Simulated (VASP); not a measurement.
# PbSe (Clausthalite) (Fm-3m) in VASP: a series of runs, part 3 of 3

VASP 6.6.1. The steps go on from the part before.

## (5) Band structure, PBE, spin-orbit coupling, no magnetisation

Input file INCAR:

```
ALGO = Normal
EDIFF = 1E-6
ENCUT = 520
GGA = PE
GGA_COMPAT = False
ISIF = 2
ISMEAR = -1
LASPH = True
LCHARG = False
LORBIT = 11
LREAL = False
LSORBIT = True
LWAVE = False
MAGMOM = 0 0 0 0 0 0
NBANDS = 32
NELM = 80
PREC = Accurate
SIGMA = 0.05
```

Input file KPOINTS:

```
k-points
0
Gamma
  6 6 6
```

Input file POSCAR:

```
PbSe
1.0
    0.0000000000      3.0606500000      3.0606500000
    3.0606500000      0.0000000000      3.0606500000
    3.0606500000      3.0606500000      0.0000000000
Pb Se
1 1
Direct
    0.0000000000      0.0000000000      0.0000000000
    0.5000000000      0.5000000000      0.5000000000
```

Input file KPOINTS_OPT:

```
path GXWKGLUWLK,UX
20
line-mode
reciprocal
 0.0000000000  0.0000000000  0.0000000000  G
 0.5000000000  0.0000000000  0.5000000000  X

 0.5000000000  0.0000000000  0.5000000000  X
 0.5000000000  0.2500000000  0.7500000000  W

 0.5000000000  0.2500000000  0.7500000000  W
 0.3750000000  0.3750000000  0.7500000000  K

 0.3750000000  0.3750000000  0.7500000000  K
 0.0000000000  0.0000000000  0.0000000000  G

 0.0000000000  0.0000000000  0.0000000000  G
 0.5000000000  0.5000000000  0.5000000000  L

 0.5000000000  0.5000000000  0.5000000000  L
 0.6250000000  0.2500000000  0.6250000000  U

 0.6250000000  0.2500000000  0.6250000000  U
 0.5000000000  0.2500000000  0.7500000000  W

 0.5000000000  0.2500000000  0.7500000000  W
 0.5000000000  0.5000000000  0.5000000000  L

 0.5000000000  0.5000000000  0.5000000000  L
 0.3750000000  0.3750000000  0.7500000000  K

 0.6250000000  0.2500000000  0.6250000000  U
 0.5000000000  0.0000000000  0.5000000000  X
```

On the command line:

```console
$ cat potpaw_PBE.64/Pb_d/POTCAR potpaw_PBE.64/Se/POTCAR > POTCAR
$ mpirun -np 1 vasp_ncl > vasp.out
```

Wall time 6.7 min (1 thread of Intel Xeon Platinum 8559C (Emerald Rapids), shared host); peak memory 0.3 GiB.

It converged, with:

```
Free energy                                           : -8.6058 eV
Pressure                                              : 2.0 GPa
Valence electrons inside the program's atomic spheres : Pb 11.87; Se 3.81
```

## (6) Band structure, TB-mBJ

POSCAR is that of step 5.

Input file INCAR.step1:

```
PREC = Accurate
ENCUT = 520
EDIFF = 1E-5
ISMEAR = -1
SIGMA = 0.05
LREAL = False
LASPH = True
NELM = 80
ALGO = Normal
ISIF = 2
LWAVE = True
LCHARG = False
NBANDS = 17
GGA = PE
```

Input file INCAR.step2:

```
PREC = Accurate
ENCUT = 520
EDIFF = 1E-6
ISMEAR = -1
SIGMA = 0.05
LREAL = False
LASPH = True
NELM = 80
ALGO = Normal
ISIF = 2
LWAVE = False
LCHARG = False
METAGGA = MBJ
NBANDS = 17
ISTART = 1
```

Input file KPOINTS:

```
regular mesh
0
Gamma
  8 8 8
```

Edit KPOINTS_OPT of step 5 so:

```diff
@@ -1,3 +1,3 @@
 path GXWKGLUWLK,UX
-20
+10
 line-mode
```

Potentials or basis: VASP PAW PBE potentials, release 64 (Pb_d, Se).

On the command line:

```console
$ cat potpaw_PBE.64/Pb_d/POTCAR potpaw_PBE.64/Se/POTCAR > POTCAR
$ cp INCAR.step1 INCAR
$ mpirun -np 1 vasp_std > vasp.out
$ cp INCAR.step2 INCAR
$ mpirun -np 1 vasp_std > vasp.out
```

Run time: 1.9 min. Hardware: 1 thread of Intel Xeon Platinum 8559C (Emerald Rapids), shared host; peak memory 0.19 GiB.

Results (log left out):

* Band gap on the k mesh: 0.86 eV, direct
* Band gap along the path: 0.86 eV, direct

Levels at the corners of the path, in eV from the valence-band top:
| point | band 8 | band 9 | band 10 | band 11 | band 12 | band 13 |
| --- | --- | --- | --- | --- | --- | --- |
| Γ | -2.05 | -2.05 | -2.05 | 5.09 | 5.09 | 5.09 |
| X | -4.87 | -3.28 | -3.28 | 4.18 | 5.95 | 5.95 |
| X | -4.87 | -3.28 | -3.28 | 4.18 | 5.95 | 5.95 |
| W | -4.17 | -4.17 | -0.94 | 2.28 | 5.28 | 5.28 |
| W | -4.17 | -4.17 | -0.94 | 2.28 | 5.28 | 5.28 |
| K | -4.49 | -2.80 | -2.35 | 3.73 | 4.24 | 5.77 |
| K | -4.49 | -2.80 | -2.35 | 3.73 | 4.24 | 5.77 |
| Γ | -2.05 | -2.05 | -2.05 | 5.09 | 5.09 | 5.09 |
| Γ | -2.05 | -2.05 | -2.05 | 5.09 | 5.09 | 5.09 |
| L | -1.66 | -1.66 | 0.00 | 0.86 | 2.00 | 2.00 |
| L | -1.66 | -1.66 | 0.00 | 0.86 | 2.00 | 2.00 |
| U | -4.49 | -2.80 | -2.35 | 3.73 | 4.24 | 5.77 |
| U | -4.49 | -2.80 | -2.35 | 3.73 | 4.24 | 5.77 |
| W | -4.17 | -4.17 | -0.94 | 2.28 | 5.28 | 5.28 |
| W | -4.17 | -4.17 | -0.94 | 2.28 | 5.28 | 5.28 |
| L | -1.66 | -1.66 | 0.00 | 0.86 | 2.00 | 2.00 |
| L | -1.66 | -1.66 | 0.00 | 0.86 | 2.00 | 2.00 |
| K | -4.49 | -2.80 | -2.35 | 3.73 | 4.24 | 5.77 |
| U | -4.49 | -2.80 | -2.35 | 3.73 | 4.24 | 5.77 |
| X | -4.87 | -3.28 | -3.28 | 4.18 | 5.95 | 5.95 |

Caveat: the PAW data sets were made with another functional, which shifts forces and pressure a little; spin-orbit coupling is left out, which as a rule narrows the gap of such compounds by several tenths of an eV.

## (7) Overview

| level | potentials or basis | spin | k mesh | cutoff (eV) | smearing | gap on the mesh (eV) |
| --- | --- | --- | --- | --- | --- | --- |
| PBEsol | VASP PAW PBE potentials, release 64 (Pb, Se) | off | 8 × 8 × 8 | 500 | gaussian 0.05 eV | - |
| PBE | VASP PAW PBE potentials, release 64 (Pb_d, Se) | off | 8 × 8 × 8 | 520 | fermi-dirac 0.05 eV | 0.29 |
| PBE | VASP PAW PBE potentials, release 64 (Pb_d, Se) | SOC, no magnetisation | 6 × 6 × 6 | 520 | fermi-dirac 0.05 eV | - |
| TB-mBJ | VASP PAW PBE potentials, release 64 (Pb_d, Se) | off | 8 × 8 × 8 | 520 | fermi-dirac 0.05 eV | 0.86 |

Alike in all rows: task band structure; cell as given.

Caveats: the PAW data sets were made with another functional, which shifts forces and pressure a little (some runs); spin-orbit coupling is left out, which as a rule narrows the gap of such compounds by several tenths of an eV (some runs); spin-orbit coupling is left out, which moves the levels of the heavy elements (some runs).

Absolute energies hang on the potentials; compare differences alone.

## (8) Comparison with measurements

Step 3. A measured gap of PbSe is 0.15 eV (direct; 4.2 K; a printed reference work, monograph); the calculated 0.20 eV misses it by +0.05 eV. 2 values of this kind are on record (0.15 to 0.28 eV); this one was drawn at random. Spin-orbit coupling on Pb, Se is left out. The value is that of PBEsol, without temperature or zero-point motion.

Step 4. A measured gap of PbSe is 0.15 eV (direct; 4.2 K; a printed reference work, monograph); the calculated 0.29 eV misses it by +0.14 eV. 2 values of this kind are on record (0.15 to 0.28 eV); this one was drawn at random. Spin-orbit coupling on Pb, Se is left out. The value is that of PBE, without temperature or zero-point motion.

Step 6. Measured gap of PbSe: 0.15 eV (direct; 4.2 K; a printed reference work, monograph). This calculation gives 0.86 eV (+0.71 eV). 2 values of this kind are on record (0.15 to 0.28 eV); this one was drawn at random. Spin-orbit coupling on Pb, Se is left out. The value is that of TB-mBJ, without temperature or zero-point motion.
